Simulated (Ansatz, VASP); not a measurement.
## Two plane-wave programs on P

```xyz
2
Lattice="1.7024 0.9829 3.0874 -1.7024 0.9829 3.0874 0.0000 -1.9658 3.0874" Properties=species:S:1:pos:R:3 pbc="T T T"
P     0.0000    0.0000    7.1589
P     0.0000    0.0000    2.1033
```

Change from the starting cell: volume scaled by 0.96.

Alike in both runs: task single point; functional PBE; k mesh 9 × 9 × 9; occupations fermi-dirac, width 0.05 eV; no spin polarisation.

```csv
,VASP,Ansatz
version,VASP 6.6.1,Ansatz 0.2.0
potentials or method,"VASP PAW PBE potentials, release 64 (P)",Ansatz PAW
plane-wave cutoff (eV),520,420
valence electrons in the cell,10,10
```

VASP gave:

```
gap on the k mesh at the Fermi level (eV)       : none
pressure (GPa)                                  : 5.4
largest component of the traceless stress (GPa) : 1.80
rms of the force components (eV/Å)              : 0.254
```

Question: Estimate Ansatz's values.

Answer: gap on the k mesh at the Fermi level (eV): none; pressure (GPa): 5.7; largest component of the traceless stress (GPa): 1.98; rms of the force components (eV/Å): 0.285.

Atom by atom the forces differ by 0.032 eV/Å (rms over components). A gap of «none» marks a metal or a gap that the smearing closes.
